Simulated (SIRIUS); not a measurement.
## BN under changes of volume

One of the cells (5.969 Å³/atom); the others are scaled copies at fixed shape and fractional positions:

```
CELL_PARAMETERS angstrom
2.55394 0.00000 0.00000
-1.27697 2.21178 0.00000
0.00000 0.00000 4.22685
ATOMIC_POSITIONS crystal
N 0.33333 0.66667 0.12528
N 0.66667 0.33333 0.62528
B 0.33333 0.66667 0.49972
B 0.66667 0.33333 0.99972
```

Measurements of this composition are mostly on another form, of space group No. 194.

| Item | Value |
| --- | --- |
| Program | SIRIUS 7.12.0 |
| Functional | LDA |
| Potentials or basis | all-electron FP-LAPW |
| Cutoff | 361 eV |
| Basis | apw+lo standard |
| k mesh | 12 × 12 × 6 |
| Occupations | fermi-dirac, width 0.05 eV |
| Spin | no spin polarisation |

| volume (Å³/atom) | energy over the lowest point (meV/atom) | gap on the mesh (eV) |
| --- | --- | --- |
| 5.611 | 4.59 | 4.88 |
| 5.730 | 0.00 | 4.91 |
| 5.850 | 1.74 | 4.95 |
| 5.969 | 9.23 | 4.98 |
| 6.088 | ? | ? |
| 6.208 | 39.52 | 5.03 |
| 6.327 | 61.36 | 5.05 |

What does the run at 6.088 Å³/atom give?

Energy over the lowest point 22.01 meV/atom; gap on the mesh 5.01 eV.

Worked out: A Birch-Murnaghan fit of order 3 (a polynomial in V^(-2/3)) to the other rows has its minimum at 5.76 Å³/atom with B0 = V·E''(V) = 401 GPa and B' = 3.5 at fixed shape and positions, which overstates the stiffness. It gives 21.91 meV/atom at 6.088 Å³/atom, against the run's 22.01. A straight line through the other rows of the gap, of slope 1.43 eV per unit of ln V, gives 5.00 eV, against the run's 5.01.

Energies are extrapolated to zero smearing.

A mesh can miss the band edges.
